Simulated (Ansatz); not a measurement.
Rock-salt LiI was calculated with PBEsol (plane waves, PAW; Ansatz, a first-principles code).

A relaxed, unreconstructed slab of the (110) face has 16 atoms, two equal faces of 24.629 Å² each and an energy of -61101.0911 eV. A bulk cell of 4 atoms with the same orientation and in-plane k mesh has -15275.4504 eV. Energies are extrapolated to zero smearing.

Settings: plane-wave cutoff 500 eV, 6×8×1 k mesh (along the axes of the cell as run), gaussian smearing 0.02 eV, scalar-relativistic PAW data made under PBE.

Worked out: γ = (E_slab − N E_bulk per atom)/2A = [-61101.0911 − 16 × (-15275.4504/4)]/(2 × 24.629) = 0.0144 eV/Å². With 16.022 J/m² per eV/Å² this is 0.23 J/m², or 0.36 eV per surface cell and face.
